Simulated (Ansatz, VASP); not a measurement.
# One calculation of InPd, two programs

File INCAR:

```
  ALGO = Fast
  EDIFF = 1E-7
  ENCUT = 520
  GGA = PE
  ISIF = 2
  ISMEAR = -1
  LASPH = True
  LCHARG = True
  LELF = True
  LREAL = False
  LVHAR = True
  LWAVE = False
  NBANDS = 18
  NELM = 100
  PREC = Accurate
  SIGMA = 0.05
```

File KPOINTS:

```
k-points
0
Gamma
  8 8 8
```

The input POSCAR:

```
InPd
1.0
    3.2718847800      0.0000000000      0.0000000000
    0.0000000000      3.2718847800      0.0000000000
    0.0000000000      0.0000000000      3.2718847800
In Pd
1 1
Direct
    0.0000000000      0.0000000000      0.0000000000
    0.5000000000      0.5000000000      0.5000000000
```

File input.yaml:

```yaml
crystal:
  lattice:
    - [3.27188478, 0.0, 0.0]
    - [0.0, 3.27188478, 0.0]
    - [0.0, 0.0, 3.27188478]
  atoms:
    - { symbol: In, position: [0.0, 0.0, 0.0] }
    - { symbol: Pd, position: [0.5, 0.5, 0.5] }
kpoints:
  mp_grid: { grid: [8, 8, 8] }
scf:
  occupations: { method: fermi_dirac, width: 0.05 }
hamiltonian:
  xc: pbe
  pseudopotentials: { kind: all_electron, lapw: { basis_error: 0.0005 } }
output:
  forces: true
  stress: true
  eigenvalues: true
```

Alike in both runs: task single point; functional PBE; k mesh 8 × 8 × 8; occupations fermi-dirac, width 0.05 eV; no spin polarisation.

|  | VASP | Ansatz |
| --- | --- | --- |
| version | VASP 6.6.1 | Ansatz 0.2.0 |
| potentials or method | VASP PAW PBE potentials, release 64 (In_d, Pd) | all-electron LAPW, scalar-relativistic |
| plane-wave cutoff (eV) | 520 | see its input |

|  | VASP | Ansatz | Ansatz less VASP |
| --- | --- | --- | --- |
| gap on the k mesh at the Fermi level (eV) | none | none | - |
| pressure (GPa) | 3.7 | 3.6 | -0.07 |

A gap of «none» marks a metal or a gap that the smearing closes. Ansatz ran all-electron here, so the differences hold the error of VASP's frozen core and of both bases.
